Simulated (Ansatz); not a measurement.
The system is Al2Au.

```
CELL_PARAMETERS angstrom
0.00000 3.00000 3.00000
3.00000 0.00000 3.00000
3.00000 3.00000 0.00000
ATOMIC_POSITIONS crystal
Au 0.00000 0.00000 0.00000
Al 0.75000 0.75000 0.75000
Al 0.25000 0.25000 0.25000
```

```yaml
Program: Ansatz 0.2.0
Task: relaxation of cell and atoms
Functional: RPBE
Potentials_or_basis: Ansatz PAW
Cutoff: "420 eV (not typed: the program's choice for these potentials)"
k_mesh: 8 × 8 × 8
Occupations: fermi-dirac, width 0.05 eV
Spin: no spin polarisation
```

At the start: volume 18.00 Å³/atom.

**Question.** How do energy, volume and symmetry change on relaxing?

**Answer.** It ends after 5 steps and the volume is 18.90 Å³/atom (+5.0 %); space group Fm-3m (No. 225, to 0.05 Å).

The path:
```csv
step,energy change (eV),largest force (eV/Å),volume (Å³)
1,0.0000,0.0000,54.00
2,-0.0394,0.0000,57.44
3,-0.0425,0.0000,56.77
4,-0.0425,0.0000,56.70
5,-0.0436,0.0000,56.70
```

Final structure:
```
Au Al
1.0
     0.00000    3.04917    3.04917
     3.04917    0.00000    3.04917
     3.04917    3.04917    0.00000
Au Al
1 2
Direct
  0.00000 0.00000 0.00000
  0.75000 0.75000 0.75000
  0.25000 0.25000 0.25000
```

Caveat: the plane-wave basis is chosen anew once the cell has moved, so the energies of steps on either side of that aren't comparable; the PAW data sets come from PBE, with cores solved anew for the run's functional, which leaves a small shift of forces and pressure.
